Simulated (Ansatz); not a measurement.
# Te in Ansatz: convergence with smearing width

Input of the first run (smearing width 0.3 eV); the others differ in this setting and in those tied to it:

input.yaml

```yaml
crystal:
  lattice:
    - [2.3059043427, 1.331314493, 1.6909537039]
    - [-2.3059043427, 1.331314493, 1.6909537039]
    - [0.0, -2.662628986, 1.6909537039]
  atoms:
    - { symbol: Te, position: [0.5, 0.5, 0.5] }
kpoints:
  mp_grid: { grid: [9, 9, 9] }
scf:
  occupations: { method: fermi_dirac, width: 0.3 }
hamiltonian:
  xc: lda
  pseudopotentials: { kind: all_electron, lapw: { basis_error: 0.001 } }
output:
  forces: true
  stress: true
  eigenvalues: true
```

Potentials or basis: all-electron LAPW, scalar-relativistic.

Run with:

```bash
$ ansatz run input.yaml --threads 1 --pin off --max-ram 3072MiB --backend cpu --events-out ev --progress --plain --runs-dir out
```

This isn't the form of Te at room conditions, which is trigonal, of chains.

Hardware: 1 thread of Intel(R) Xeon(R) Processor @ 2.50GHz (Skylake/Cascade Lake) (shared host).

Question: The values tried are 0.3 eV, 0.2 eV, 0.15 eV, 0.1 eV, 0.05 eV, 0.025 eV, 0.01 eV, loosest first. From which on does the pressure stay within 0.1 GPa of the tightest run that finished?

Answer: From 0.15 eV on.

```tsv
smearing width	energy less the tightest run, at zero smearing (meV/atom)	pressure (GPa)	SCF cycles	CPU time (s)	peak memory (GiB)
0.3 eV	-2.48	-0.67	6	13	0.28
0.2 eV	-2.18	-0.91	6	12	0.28
0.15 eV	-1.51	-0.99	6	11	0.28
0.1 eV	-0.94	-1.05	6	12	0.28
0.05 eV	-0.65	-1.07	6	12	0.28
0.025 eV	-0.29	-1.06	6	12	0.28
0.01 eV	0.00	-1.05	6	12	0.28
```

Against the tightest run, the energy stays within 1 meV/atom from 0.1 eV on. Narrower smearing needs a denser k mesh, so at a fixed mesh the narrowest width isn't the most accurate. The tightest run that finished is the yardstick and may itself not be fully converged.

The run has no spin-orbit coupling, so splittings on Te are missing.
